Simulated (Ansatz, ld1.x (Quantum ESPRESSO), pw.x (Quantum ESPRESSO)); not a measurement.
pw.x on bcc Pd: one setting changed

Potential: norm-conserving Troullier–Martins (Kleinman–Bylander form), ld1.x (Quantum ESPRESSO) 7.5, PBE; core [Kr], reference 4d9 5s1 5p0; waves: 5s (bound): rc 2.50 bohr; 4d (bound): rc 1.30 bohr; 5p (bound, empty): rc 3.90 bohr; local part: the p channel; core correction: none.

The reference run (k-mesh 15³, cutoffs 110/440 Ry, Fermi–Dirac 0.01 Ry, mixing_beta 0.4, conv_thr 1e-9, no spin) gives -1.79 GPa at 15.513 Å³/atom, where all-electron LAPW gives -0.29 GPa. This run, with its own iteration cap, changes diagonalization to cg.

```
&control
  calculation='scf', prefix='x', pseudo_dir='./', outdir='./tmp', tstress=.true., disk_io='none'
/
&system
  ibrav=0, nat=1, ntyp=1, ecutwfc=110, ecutrho=440, nbnd=12,
  occupations='smearing', smearing='fd', degauss=0.01
/
&electrons
  conv_thr=1e-09, mixing_beta=0.4, electron_maxstep=70, diagonalization='cg'
/
ATOMIC_SPECIES
Pd 1.0 Pd.UPF
CELL_PARAMETERS angstrom
  -1.57112932 1.57112932 1.57112932
  1.57112932 -1.57112932 1.57112932
  1.57112932 1.57112932 -1.57112932
ATOMIC_POSITIONS crystal
Pd 0.0000 0.0000 0.0000
K_POINTS automatic
15 15 15 0 0 0
```

```bash
pw.x < Pd.scf.in > Pd.scf.out
```

Task: How does the run end?

Result: It converges in 10 iterations; the free energy moves by +0.0 meV/atom and the pressure by +0.01 GPa. The result is that of the reference run.

```
Message from routine setup:
     using ibrav=0 with symmetry is DISCOURAGED, use correct ibrav instead
     lattice parameter (alat)  =       5.1425  a.u.
     unit-cell volume          =     104.6869 (a.u.)^3
     number of electrons       =        10.00
     number of Kohn-Sham states=           12
     kinetic-energy cutoff     =     110.0000  Ry
     charge density cutoff     =     440.0000  Ry
     scf convergence threshold =      1.0E-09
     Exchange-correlation= PBE
     number of k points=   120  Fermi-Dirac smearing, width (Ry)=  0.0100
     iteration #  1     ecut=   110.00 Ry     beta= 0.40
     total energy              =     -58.20836868 Ry
     estimated scf accuracy    <       0.04296078 Ry
     iteration #  2     ecut=   110.00 Ry     beta= 0.40
     total energy              =     -58.21397779 Ry
     estimated scf accuracy    <       0.00137055 Ry
     iteration #  3     ecut=   110.00 Ry     beta= 0.40
     total energy              =     -58.21437213 Ry
     estimated scf accuracy    <       0.00024066 Ry
     iteration #  4     ecut=   110.00 Ry     beta= 0.40
     total energy              =     -58.21436466 Ry
     estimated scf accuracy    <       0.00039474 Ry
     iteration #  5     ecut=   110.00 Ry     beta= 0.40
     total energy              =     -58.21440350 Ry
     estimated scf accuracy    <       0.00001995 Ry
     iteration #  6     ecut=   110.00 Ry     beta= 0.40
     total energy              =     -58.21440740 Ry
     estimated scf accuracy    <       0.00000045 Ry
     iteration #  7     ecut=   110.00 Ry     beta= 0.40
     total energy              =     -58.21440777 Ry
     estimated scf accuracy    <       0.00000035 Ry
     iteration #  8     ecut=   110.00 Ry     beta= 0.40
     total energy              =     -58.21440770 Ry
     estimated scf accuracy    <       0.00000024 Ry
     iteration #  9     ecut=   110.00 Ry     beta= 0.40
     total energy              =     -58.21440768 Ry
     estimated scf accuracy    <       0.00000007 Ry
     iteration # 10     ecut=   110.00 Ry     beta= 0.40
     the Fermi energy is    13.4665 ev
!    total energy              =     -58.21440769 Ry
     estimated scf accuracy    <          2.7E-10 Ry
     smearing contrib. (-TS)   =      -0.00530217 Ry
     The total energy is F=E-TS. E is the sum of the following terms:
     one-electron contribution =       5.00260056 Ry
     hartree contribution      =       8.00256660 Ry
     xc contribution           =      -9.92716595 Ry
     ewald contribution        =     -61.28710674 Ry
     convergence has been achieved in  10 iterations
          total   stress  (Ry/bohr**3)                   (kbar)     P=      -17.81
     Message from routine punch:
     Nothing written, as per user request (disk_io='none')
```

The run took about 56 s on one core of a shared host (Neoverse-V1, 32 threads, 247 GiB, load 10).
